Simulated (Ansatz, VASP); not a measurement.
## Two plane-wave programs on BAs

Contents of POSCAR:

```
BAs
1.0
    0.0000000000      2.4044111681      2.4044111681
    2.4044111681      0.0000000000      2.4044111681
    2.4044111681      2.4044111681      0.0000000000
B As
1 1
Direct
    0.0000000000      0.0000000000      0.0000000000
    0.2500000000      0.2500000000      0.2500000000
```

Contents of INCAR.step1:

```
ALGO = Normal
EDIFF = 1E-5
ENCUT = 520
GGA = PE
ISIF = 2
ISMEAR = 0
LASPH = T
LREAL = F
LWAVE = T
NBANDS = 11
NELM = 100
PREC = Accurate
SIGMA = 0.02
```

INCAR.step2

```
ALGO = Normal
EDIFF = 1E-6
ENCUT = 520
GGA = PE
HFSCREEN = 0.2079
ISIF = 2
ISMEAR = 0
ISTART = 1
LASPH = T
LCHARG = T
LELF = T
LHFCALC = T
LREAL = F
LVHAR = T
LWAVE = F
NBANDS = 11
NELM = 100
PREC = Accurate
PRECFOCK = Normal
SIGMA = 0.02
```

Contents of KPOINTS:

```
k-points
0
Gamma
  8 8 8
```

Input for Ansatz:

```yaml
crystal:
  lattice:
    - [0.0, 2.4044111681, 2.4044111681]
    - [2.4044111681, 0.0, 2.4044111681]
    - [2.4044111681, 2.4044111681, 0.0]
  atoms:
    - { symbol: B, position: [0.0, 0.0, 0.0] }
    - { symbol: As, position: [0.25, 0.25, 0.25] }
basis:
  ecutwfc: 420
kpoints:
  mp_grid: { grid: [8, 8, 8] }
  band_path:
    path:
      - [[0.0, 0.0, 0.0], [-0.5, -0.5, 0.0], [-0.375, -0.375, 0.25]]
      - [[-0.375, 0.0, 0.375], [0.0, 0.0, 0.0], [0.0, 0.0, 0.5], [-0.5, -0.25, 0.25], [-0.5, -0.5, 0.0]]
    npoints: 4
hamiltonian:
  xc: hse06
scf:
  occupations: { method: gaussian, width: 0.02 }
output:
  forces: true
  stress: true
  eigenvalues: true
  populations: true
  dos: { projected: true, de: 0.02 }
  bader: false
  write_density: true
  write_potential: true
  elf: true
  volumetric_format: npy
```

Alike in both runs: task single point; functional HSE06; k mesh 8 × 8 × 8; occupations gaussian, width 0.02 eV; no spin polarisation.

```csv
,VASP,Ansatz
version,VASP 6.6.1,Ansatz 0.2.0
potentials or method,"VASP PAW PBE potentials, release 64 (B, As)","scalar-relativistic, plane waves, PAW"
plane-wave cutoff (eV),520,420
valence electrons in the cell,8,18
```

|  | VASP | Ansatz | Ansatz less VASP |
| --- | --- | --- | --- |
| gap on the k mesh at the Fermi level (eV) | 1.86 | 1.86 | -0.008 |
| least direct gap on the mesh (eV) | 4.08 | 4.09 | +0.004 |
| pressure (GPa) | -3.4 | -3.2 | +0.13 |

The functional is the same, so the differences come from potentials, cutoffs and numerics. The two sets of potentials don't hold the same shells in valence. Ansatz warned: «stress_exchange_threshold_loose».

Caveats: the PAW data sets were made with another functional, which shifts forces and pressure a little (VASP). A k mesh can miss the band edges.
